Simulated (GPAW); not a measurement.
Runs of GPAW 26.7.0 on Ga2O3. The structure is monoclinic, space group C2/m (No. 12). Conventional cell: a = 12.214 Å, b = 3.037 Å, c = 5.798 Å, α = 90.00°, β = 103.83°, γ = 90.00°. Around Ga (site symmetry m) lie 6 O at 1.94 to 2.07 Å. Ga (site symmetry m) has 4 O at 1.83 to 1.86 Å as nearest neighbours. O (site symmetry m) is surrounded by 3 Ga at 1.83 to 1.94 Å. O (site symmetry m) has 4 Ga at 1.86 to 2.07 Å as nearest neighbours. O (site symmetry m) has 3 Ga at 1.83 to 1.94 Å as nearest neighbours. 

```csv
task,level,potentials or basis,k mesh,cutoff (eV),smearing,maxiter,fermi k mesh,convergence,eigensolver,k mesh for the Wannier functions,mesh quality,gap on the mesh (eV),pressure (GPa),largest force (eV/Å)
Fermi surface,AM05,"PAW data sets generated in the run's folder for this functional, pw",6 × 6 × 4,800,fermi-dirac 0.05 eV,150,10 × 10 × 6,-,-,-,not flagged,2.43,(a),0.75
single point,LDA,"the program's PAW data sets (release 1.2.1) made for this functional, pw",5 × 5 × 3,600,fermi-dirac 0.05 eV,120,-,default,-,-,coarse,2.36,0.3,0.66
Wannier functions,BLYP,"PAW data sets generated in the run's folder for this functional, pw",6 × 6 × 4,800,fermi-dirac 0.05 eV,150,-,-,davidson,4 × 4 × 4,not flagged,2.54,(b),0.78
single point,PBE,"GPAW PAW data sets (gpaw-data 1.2.1), pw",5 × 5 × 3,650,fermi-dirac 0.05 eV,120,-,default,-,-,coarse,2.46,16.6,0.83
```

Alike in all rows: no spin polarisation; cell as given.

**Question.** Fill in the values left out.

**Answer.** (a) 13.1; (b) 23.2.

Caveats: some runs use coarse meshes; the cutoff is short for stress and forces, so pressures can be off by a GPa or more (some runs); an odd mesh through Γ misses points on the zone boundary, where band edges often lie (some runs); so large a pressure means that the cell lies far from this level's equilibrium, or that cutoff or potentials fall short (some runs).

A k mesh can miss the band edges, and the runs leave out spin-orbit coupling on Ga.

Not every run made on this cell is shown here.
